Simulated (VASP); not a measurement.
The system is PbSe (Clausthalite).

```
Pb Se
1.0
     0.00000    3.05199    3.05199
     3.05199    0.00000    3.05199
     3.05199    3.05199    0.00000
Pb Se
1 1
Direct
  0.00000 0.00000 0.00000
  0.50000 0.50000 0.50000
```

Base run:

```yaml
Program: VASP 6.6.1
Functional: r2SCAN
Potentials_or_basis: VASP PAW PBE potentials, release 64 (Pb_d, Se)
Cutoff: 520 eV
k_mesh: 8 × 8 × 8
Occupations: gaussian, width 0.03 eV
Spin: no spin polarisation
```

Its results: band gap on the k mesh 0.55 eV, direct; pressure 2.0 GPa.

**Question.** The run is repeated on the same cell with these changes: functional from r2SCAN to PBE. What comes out?

**Answer.** Band gap on the k mesh 0.26 eV, direct; pressure 2.9 GPa.

r2SCAN gives the wider gap, since meta-GGAs in the generalised Kohn-Sham scheme recover part of the derivative discontinuity.

Caveats: spin-orbit coupling is left out, which as a rule narrows the gap of such compounds by several tenths of an eV; the PAW data sets were made with another functional, which shifts forces and pressure a little (some runs).
